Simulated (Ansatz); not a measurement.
A (001) slab of relaxed bulk LiCl (Fm-3m, 17.08 Å³/atom, gap on the mesh 6.26 eV), 3 planes in a 3×1 cell with the lowest 1 held; added atoms sit on lattice sites of the next plane. A dipole correction is on. The surface energy is the mean of the held and the free face; step energies are per length and the mean of the stripe's two steps, which run along the cube edge; step and island energies count from the flat slab and bulk atoms.

These are results of DFT PBE, scalar-relativistic, plane waves, PAW in Ansatz, not measurements.

Settings: cutoff 420 eV, Γ-centred mesh 2×6×1 on the computed 42-atom cell, Gaussian smearing of 0.05 eV; no spin polarisation.

Start (stripe of 6 atoms):

```yaml
crystal:
  lattice:
    - [15.45082, 0.00000, 0.00000]
    - [0.00000, 5.15027, 0.00000]
    - [0.00000, 0.00000, 19.72541]
  atoms:
    - { symbol: Li, position: [0.00000, 0.00000, 0.07604] }
    - { symbol: Cl, position: [0.16667, 0.00000, 0.07604] }
    - { symbol: Li, position: [0.00000, 0.50000, 0.20659] }
    - { symbol: Cl, position: [0.16667, 0.50000, 0.20659] }
    - { symbol: Li, position: [0.16667, 0.00000, 0.20659] }
    - { symbol: Cl, position: [0.00000, 0.00000, 0.20659] }
    - { symbol: Li, position: [0.16667, 0.50000, 0.07604] }
    - { symbol: Cl, position: [0.00000, 0.50000, 0.07604] }
    - { symbol: Li, position: [0.33333, 0.00000, 0.07604] }
    - { symbol: Cl, position: [0.50000, 0.00000, 0.07604] }
    - { symbol: Li, position: [0.33333, 0.50000, 0.20659] }
    - { symbol: Cl, position: [0.50000, 0.50000, 0.20659] }
    - { symbol: Li, position: [0.50000, 0.00000, 0.20659] }
    - { symbol: Cl, position: [0.33333, 0.00000, 0.20659] }
    - { symbol: Li, position: [0.50000, 0.50000, 0.07604] }
    - { symbol: Cl, position: [0.33333, 0.50000, 0.07604] }
    - { symbol: Li, position: [0.66667, 0.00000, 0.07604] }
    - { symbol: Cl, position: [0.83333, 0.00000, 0.07604] }
    - { symbol: Li, position: [0.66667, 0.50000, 0.20659] }
    - { symbol: Cl, position: [0.83333, 0.50000, 0.20659] }
    - { symbol: Li, position: [0.83333, 0.00000, 0.20659] }
    - { symbol: Cl, position: [0.66667, 0.00000, 0.20659] }
    - { symbol: Li, position: [0.83333, 0.50000, 0.07604] }
    - { symbol: Cl, position: [0.66667, 0.50000, 0.07604] }
    - { symbol: Li, position: [0.00000, 0.00000, 0.33714] }
    - { symbol: Cl, position: [0.16667, 0.00000, 0.33714] }
    - { symbol: Li, position: [0.16667, 0.50000, 0.33714] }
    - { symbol: Cl, position: [0.00000, 0.50000, 0.33714] }
    - { symbol: Li, position: [0.33333, 0.00000, 0.33714] }
    - { symbol: Cl, position: [0.50000, 0.00000, 0.33714] }
    - { symbol: Li, position: [0.50000, 0.50000, 0.33714] }
    - { symbol: Cl, position: [0.33333, 0.50000, 0.33714] }
    - { symbol: Li, position: [0.66667, 0.00000, 0.33714] }
    - { symbol: Cl, position: [0.83333, 0.00000, 0.33714] }
    - { symbol: Li, position: [0.83333, 0.50000, 0.33714] }
    - { symbol: Cl, position: [0.66667, 0.50000, 0.33714] }
    - { symbol: Li, position: [0.00000, 0.50000, 0.46769] }
    - { symbol: Cl, position: [0.16667, 0.50000, 0.46769] }
    - { symbol: Li, position: [0.16667, 0.00000, 0.46769] }
    - { symbol: Cl, position: [0.00000, 0.00000, 0.46769] }
    - { symbol: Li, position: [0.33333, 0.50000, 0.46769] }
    - { symbol: Cl, position: [0.33333, 0.00000, 0.46769] }
```

Task: What does the relaxation give?

Result: The free energy falls by 11 meV/atom.

| Item | Value |
| --- | --- |
| step energy (meV/Å) | 34 |
| gap on the mesh (eV) | 5.33 |

Relaxed structure:
```
CELL_PARAMETERS angstrom
15.45082 0.00000 0.00000
0.00000 5.15027 0.00000
0.00000 0.00000 19.72541
ATOMIC_POSITIONS crystal
Li 0.00000 0.00000 0.07604
Cl 0.16667 0.00000 0.07604
Li 0.00069 0.50000 0.20445
Cl 0.16667 0.50000 0.20836
Li 0.16667 0.00000 0.20763
Cl 0.99971 0.00000 0.20664
Li 0.16667 0.50000 0.07604
Cl 0.00000 0.50000 0.07604
Li 0.33333 0.00000 0.07604
Cl 0.50000 0.00000 0.07604
Li 0.33265 0.50000 0.20445
Cl 0.49974 0.50000 0.20395
Li 0.49754 0.00000 0.20741
Cl 0.33363 0.00000 0.20664
Li 0.50000 0.50000 0.07604
Cl 0.33333 0.50000 0.07604
Li 0.66667 0.00000 0.07604
Cl 0.83333 0.00000 0.07604
Li 0.66667 0.50000 0.20506
Cl 0.83359 0.50000 0.20395
Li 0.83579 0.00000 0.20741
Cl 0.66667 0.00000 0.20323
Li 0.83333 0.50000 0.07604
Cl 0.66667 0.50000 0.07604
Li 0.98947 0.00000 0.35068
Cl 0.16667 0.00000 0.33644
Li 0.16667 0.50000 0.33767
Cl 0.99143 0.50000 0.34158
Li 0.34386 0.00000 0.35068
Cl 0.50586 0.00000 0.33680
Li 0.50745 0.50000 0.32602
Cl 0.34191 0.50000 0.34158
Li 0.66667 0.00000 0.32677
Cl 0.82747 0.00000 0.33680
Li 0.82588 0.50000 0.32602
Cl 0.66667 0.50000 0.33685
Li 0.01669 0.50000 0.46122
Cl 0.16667 0.50000 0.46946
Li 0.16667 0.00000 0.46063
Cl 0.00662 0.00000 0.47409
Li 0.31664 0.50000 0.46122
Cl 0.32672 0.00000 0.47409
```

Time: 6.4 min on 4 threads of Arm Neoverse V2, with other jobs on the host, peak memory 4.5 GiB.